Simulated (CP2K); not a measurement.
**PbS in CP2K: the effect of functional**

PbS:

```
CELL_PARAMETERS angstrom
6.34207 0.00000 0.00000
-4.97778 3.92983 0.00000
0.00000 0.00000 4.27932
ATOMIC_POSITIONS crystal
Pb 0.13056 0.86944 0.25000
Pb 0.86944 0.13056 0.75000
S 0.35480 0.64520 0.25000
S 0.64520 0.35480 0.75000
```

Measurements of this composition are mostly on another form, of space group No. 225.

Alike in all runs:

| Quantity | Value |
| --- | --- |
| Program | CP2K 2026.2 |
| Task | band structure |
| k mesh | 5 × 5 × 5 |
| Occupations | fermi-dirac, width 0.05 eV |
| Spin | no spin polarisation |

Question: One run gave: gap on the mesh 1.07 eV; pressure 0.4 GPa; largest force 0.27 eV/Å. Which functional did it use?
A. r2SCAN
B. PBEsol
C. LDA

Answer: B.

```csv
functional,potentials or basis,gap on the mesh (eV),pressure (GPa),largest force (eV/Å)
LDA,"GTH_POTENTIALS Pb GTH-PADE-q4, S GTH-PADE-q6; TZVP-MOLOPT-PBE-GTH basis",1.05,-4.2,0.27
PBEsol,"POTENTIAL_UZH Pb GTH-PBE-q4, S GTH-PBE-q6; TZVP-MOLOPT-PBE-GTH basis",1.07,0.4,0.27
r2SCAN,"POTENTIAL_UZH Pb GTH-SCAN-q4, S GTH-SCAN-q6; TZVP-MOLOPT-SCAN-GTH basis",1.32,-0.9,0.20
```

Caveats: spin-orbit coupling is left out, which as a rule narrows the gap of such compounds by several tenths of an eV; the mesh misses the band edges, which the band path finds closer together; the basis of atomic orbitals isn't converged, which shifts pressures, moduli and gaps; the potentials were made for another functional, which shifts forces and pressure (some runs).
